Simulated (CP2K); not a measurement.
Runs of CP2K 2026.2 on Sr. The structure is cubic, space group Fm-3m (No. 225). The conventional cell has a = 6.085 Å, b = 6.085 Å, c = 6.085 Å, α = 90.00°, β = 90.00°, γ = 90.00°. Around Sr (site symmetry m-3m) lie 12 Sr at 4.30 Å. 

| potentials or basis | basis sets | potentials | gap on the mesh (eV) | pressure (GPa) |
| --- | --- | --- | --- | --- |
| GTH_POTENTIALS Sr GTH-PBE-q10; DZVP-MOLOPT-SR-GTH basis | Sr DZVP-MOLOPT-SR-GTH-q10 | Sr GTH-PBE-q10 of GTH_POTENTIALS | none | 0.0 |
| POTENTIAL_UZH Sr GTH-PBE-q10; TZVP-MOLOPT-PBE-GTH basis | Sr TZVP-MOLOPT-PBE-GTH-q10 | Sr GTH-PBE-q10 of POTENTIAL_UZH | none | -0.3 |
| GTH_POTENTIALS Sr GTH-PBE-q10; TZVP-MOLOPT-SR-GTH basis | Sr TZVP-MOLOPT-SR-GTH-q10 | Sr GTH-PBE-q10 of GTH_POTENTIALS | none | (a) |
| POTENTIAL_UZH Sr GTH-PBE-q10; ccGRB-D basis | Sr ccGRB-D-q10 | Sr GTH-PBE-q10 of POTENTIAL_UZH | none | -0.2 |
| POTENTIAL_UZH Sr GTH-PBE-q10; DZVP-MOLOPT-PBE-GTH basis | Sr DZVP-MOLOPT-PBE-GTH-q10 | Sr GTH-PBE-q10 of POTENTIAL_UZH | none | 0.0 |
| POTENTIAL_UZH Sr GTH-PBE-q10; TZV2P-MOLOPT-PBE-GTH basis | Sr TZV2P-MOLOPT-PBE-GTH-q10 | Sr GTH-PBE-q10 of POTENTIAL_UZH | none | -0.3 |

Alike in all rows: task single point; level PBE; no spin polarisation; cell as given; k mesh 8 × 8 × 8; smearing fermi-dirac 0.05 eV.

Question: Fill in the values left out.

Answer: (a) -0.4.

Caveats: the basis of atomic orbitals isn't converged, which shifts pressures, moduli and gaps.

A k mesh can miss the band edges, and the runs leave out spin-orbit coupling on Sr.

A gap of «none» marks a metal or a gap under the smearing width.
